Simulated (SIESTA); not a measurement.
**ZnS (Wurtzite-4H) under changes of volume**

One of the cells (20.202 Å³/atom); the others are scaled copies at fixed shape and fractional positions:

```
Zn S
1.0
     3.84802    0.00000    0.00000
    -1.92401    3.33248    0.00000
     0.00000    0.00000   12.60292
Zn S
4 4
Cartesian
  1.9240 1.1108 9.4522
  0.0000 2.2217 3.1507
  0.0000 0.0000 6.3015
  0.0000 0.0000 0.0000
  1.9240 1.1108 11.8152
  0.0000 2.2217 5.5138
  0.0000 0.0000 8.6645
  0.0000 0.0000 2.3630
```

- Program: SIESTA 5.4.2
- Functional: PBE
- Potentials or basis: PseudoDojo 0.4 standard (PBE files)
- Basis: DZP (energy shift 0.003 Ry; two zetas on semicore shells)
- Grid cutoff: 800 Ry
- Energy shift: 0.003 Ry
- k mesh: 8 × 8 × 3
- Occupations: fermi-dirac, width 0.05 eV
- Spin: no spin polarisation

| volume (Å³/atom) | energy over the lowest point (meV/atom) | pressure (GPa) | gap on the mesh (eV) | largest force (eV/Å) |
| --- | --- | --- | --- | --- |
| 18.617 | 37.67 | 7.7 | 2.87 | 0.048 |
| 19.013 | ? | ? | ? | ? |
| 19.409 | 10.29 | 3.5 | 2.62 | 0.036 |
| 20.202 | 0.00 | 0.5 | 2.39 | 0.025 |
| 20.598 | 0.37 | -0.8 | 2.29 | 0.023 |
| 20.994 | 3.98 | -2.1 | 2.18 | 0.016 |

**Question.** What does the run at 19.013 Å³/atom give?

**Answer.** Energy over the lowest point 21.24 meV/atom; pressure 5.5 GPa; gap on the mesh 2.75 eV; largest force 0.042 eV/Å.

Worked out: A Birch-Murnaghan fit of order 3 (a polynomial in V^(-2/3)) to the other rows has its minimum at 20.36 Å³/atom with B0 = V·E''(V) = 71 GPa and B' = 3.7 at fixed shape and positions, which overstates the stiffness. It gives 21.64 meV/atom at 19.013 Å³/atom, against the run's 21.24, and -dE/dV = 5.5 GPa, against 5.5. A straight line through the other rows of the gap, of slope -5.72 eV per unit of ln V (its deformation potential), gives 2.74 eV, against the run's 2.75.

Energies are extrapolated to zero smearing.

Caveats: short orbitals over semicore shells can move pressures by several GPa; the valence orbitals were made in a potential fitted to the semicore shell under them, which widens gaps by tenths of an eV or more; an odd mesh through Γ misses points on the zone boundary, where band edges often lie; the basis of atomic orbitals isn't converged, which shifts pressures, moduli and gaps.
